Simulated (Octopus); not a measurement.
# AlRu (Pm-3m) in Octopus: equation of state, part 2 of 2

Octopus 16.4.

## 8. Equation of state, PBE, 14.19 Å³/atom (volume scaled by 1.06)

Input file inp:

```
CalculationMode = gs
UnitsOutput = eV_Angstrom
PeriodicDimensions = 3
ExperimentalFeatures = yes
PseudopotentialSet = pseudodojo_pbe
%LatticeParameters
 1*angstrom | 1*angstrom | 1*angstrom
%
%LatticeVectors
 3.0502737196 | 0 | 0
 0 | 3.0502737196 | 0
 0 | 0 | 3.0502737196
%
%ReducedCoordinates
 "Ru" | 0.5 | 0.5 | 0.5
 "Al" | 0 | 0 | 0
%
%Spacing
 0.11731822*angstrom | 0.11731822*angstrom | 0.11731822*angstrom
%
DerivativesOrder = 8
%KPointsGrid
 9 | 9 | 9
%
KPointsUseSymmetries = yes
XCFunctional = gga_x_pbe + gga_c_pbe
SmearingFunction = fermi_dirac
Smearing = 0.05*eV
ExtraStates = 8
Eigensolver = chebyshev_filter
ConvRelDens = 3e-7
MaximumIter = 120
```

Potentials or basis: pseudodojo_pbe (PseudoDojo 0.5, PBE).

Launch:

```console
> OMP_NUM_THREADS=1 octopus > out.log
```

out.log:

```text
Running octopus

Version                : 16.4
Optional libraries     :

************************** Calculation Mode **************************
Input: [CalculationMode = gs]
**********************************************************************

Input: [SpinComponents = unpolarized]

******************************* Space ********************************
Octopus will run in 3 dimension(s).
Octopus will treat the system as periodic in 3 dimension(s).
**********************************************************************

Input: [AllElectronType = no]
Input: [PseudopotentialSet = pseudodojo_pbe]
Reading Coordinates from ReducedCoordinates block

****************************** Species *******************************
  Species 'Ru'
    type             : pseudopotential
    file             : 'Ru.upf'
    file format      : UPF2
    valence charge   : 16.0
    atomic number    :  44
    form on file     : kleinman-bylander
    lmax             : 2
    llocal           : -1
    projectors per l : 2
    total projectors : 6
    application form : kleinman-bylander
    orbitals         : 10
    bound orbitals   : 10

  Species 'Al'
[... 342 lines left out ...]
---------------------%------------------------------------------------
---------------------%------------------------------------------------
---------------------%------------------------------------------------
---------------------%------------------------------------------------
---------------------%------------------------------------------------
---------------------%----------------------------%-------------------
---------------------%--------------------------%%%-------------------
%--------------------%--------------------------%%%---%---------------
%--------------------%------------------------%%%%%-%-%%%%%%%%-%%-----
%--------------------%-----------------------%%%%%%%%%%%%%%%%%%%%%%---
                                                  ^

Fermi energy =     9.323610 eV

**********************************************************************

*********************** SCF CYCLE ITER #    2 ************************
 etot  = -2.81510833E+03 abs_ev   =  1.84E+01 rel_ev   =  7.03E-02
 ediff =        2.24E+00 abs_dens =  6.88E-01 rel_dens =  3.62E-02
Matrix vector products: 875
Converged eigenvectors: 0
[... 151 lines left out ...]
*********************** SCF CYCLE ITER #   15 ************************
 etot  = -2.81489035E+03 abs_ev   =  2.87E-05 rel_ev   =  1.09E-07
 ediff =        8.51E-07 abs_dens =  1.35E-06 rel_dens =  7.11E-08
Matrix vector products: 875
Converged eigenvectors: 0

#  State  KPoint  Eigenvalue [eV]  Occupation    Error
      1       1      -63.367517    2.000000   ( 1.8E-07)
      1       2      -63.366131    2.000000   ( 1.8E-07)
      1       3      -63.364748    2.000000   ( 1.8E-07)
      1       4      -63.363370    2.000000   ( 1.8E-07)
      1       5      -63.362619    2.000000   ( 2.1E-07)
      1       6      -63.361247    2.000000   ( 1.6E-07)
      1       7      -63.359878    2.000000   ( 3.0E-07)
      1       9      -63.358623    2.000000   ( 2.9E-07)
[... 23 lines left out ...]
     18       3       27.148334    0.000000   ( 3.3E-02)
     18      24       27.327357    0.000000   ( 9.8E-02)
     18      28       27.849210    0.000000   ( 2.2E-02)
     17       1       28.004234    0.000000   ( 5.0E-02)
     18       1       28.317067    0.000000   ( 4.2E-02)
     18      32       29.667414    0.000000   ( 3.7E-02)
     18      34       29.994086    0.000000   ( 3.1E-02)
     18      35       32.627587    0.000000   ( 2.2E-02)

Density of states:

----------------------%-----------------------------------------------
----------------------%-----------------------------------------------
----------------------%----------------------------%------------------
----------------------%----------------------------%------------------
----------------------%----------------------------%------------------
----------------------%----------------------------%------------------
%---------------------%--------------------------%%%------------------
%---------------------%--------------------------%%%----%-%%-%-%------
%--------------------%%-------------------------%%%%%%%%%%%%%%%%%%----
%--------------------%%-----------------------%%%%%%%%%%%%%%%%%%%%----
                                                    ^

Fermi energy =     8.384225 eV

**********************************************************************

Info: SCF converged in   15 iterations

** Warning:
**   Some of the states are not fully converged!

Info: Number of matrix-vector products:      13125
Info: Finished writing information to 'restart/gs'.

Octopus emitted 19 warnings.
```

static/info:

```text
**

********************** Brillouin zone sampling ***********************
Dimensions of the k-point grid      =  9  9  9
Total number of k-points            = 729
[... 752 lines left out ...]
      rel_energy =  8.22488849E-09 ( 0.00000000E+00)
      abs_dens =  1.35005028E-06 ( 0.00000000E+00)
      rel_dens =  7.10552778E-08 ( 3.00000000E-07)
      abs_evsum =  2.87480520E-05 ( 0.00000000E+00) [eV]
      rel_evsum =  1.08985163E-07 ( 0.00000000E+00)

Forces on the ions [eV/A]
 Ion                        x              y              z
   1        Ru   0.00000000E+00   0.00000000E+00   0.00000000E+00
   2        Al   0.00000000E+00   0.00000000E+00   0.00000000E+00
 ----------------------------------------------------------
 Max abs force   0.00000000E+00   0.00000000E+00   0.00000000E+00
   Total force   0.00000000E+00   0.00000000E+00   0.00000000E+00
```

Run time: 4.7 min. Hardware: 1 thread of Intel Xeon Platinum 8488C (Sapphire Rapids), shared host; peak memory 0.65 GiB.

What came out:

* Free energy: -2814.9070 eV
* Band gap on the k mesh: none (metal or under the smearing width)

## 9. Equation of state, PBE

Potentials or basis: pseudodojo_pbe (PseudoDojo 0.5, PBE).

No new run: the results of the series are fitted here.

Results:

```yaml
Equilibrium_volume: 13.52 Å³/atom
Bulk_modulus: 206 GPa
Pressure_derivative_of_the_bulk_modulus: "4.6 (rough: it moves with the points fitted)"
```

Energy against volume, from the lowest point:
| volume (Å³/atom) | energy (meV/atom) |
| --- | --- |
| 12.584 | 46.78 |
| 12.851 | 22.39 |
| 13.119 | 7.06 |
| 13.387 | 0.08 |
| 13.655 | 0.00 |
| 13.922 | 6.03 |
| 14.190 | 18.58 |

Caveat: the number of grid points is fixed, so the spacing changes with the cell, which shifts volumes and moduli. Zero-point motion and thermal expansion aren't in these numbers.
